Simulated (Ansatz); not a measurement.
Runs of Ansatz 0.2.0 on Na. It takes space group Im-3m (No. 229, cubic). Conventional cell: a = 4.282 Å, b = 4.282 Å, c = 4.282 Å, α = 90.00°, β = 90.00°, γ = 90.00°. Around Na (site symmetry m-3m) lie 8 Na at 3.71 Å. 

| task | level | potentials or basis | spin | cell | k mesh | cutoff (eV) | smearing | driver | gap on the mesh (eV) | pressure (GPa) |
| --- | --- | --- | --- | --- | --- | --- | --- | --- | --- | --- |
| single point | PBEsol | Ansatz PAW | off | as given | 9 × 9 × 9 | 420 | gaussian 0.05 eV | - | none | -0.6 |
| relaxation of cell and atoms | RPBE | Ansatz PAW | off | relaxed | 9 × 9 × 9 | 420 | fermi-dirac 0.05 eV | - | none | 0.0 |
| single point | PBEsol | Ansatz PAW | off | as given | 9 × 9 × 9 | 420 | fermi-dirac 0.05 eV | - | none | (a) |
| single point | m-r2SCAN+D4 | Ansatz PAW | collinear, ferromagnetic start | as given | 9 × 9 × 9 | 500 | fermi-dirac 0.1 eV | calculator | - | -0.3 |
| atomic charges | PBE0+D4 | Ansatz NC | off | as given | 6 × 6 × 6 | 1197 | methfessel-paxton 0.1 eV | - | none | - |

Question: Fill in the values left out.

Answer: (a) -0.5.

Caveats: the PAW data sets come from PBE, with cores solved anew for the run's functional, which leaves a small shift of forces and pressure (some runs); the potentials were made for another functional, which shifts forces and pressure (some runs); the plane-wave basis is chosen anew once the cell has moved, so the energies of steps on either side of that aren't comparable (some runs); pairwise dispersion overbinds metals, which lowers pressure and volume (some runs).

A k mesh can miss the band edges.

A gap of «none» marks a metal or a gap under the smearing width.

Not every run made on this cell is shown here.
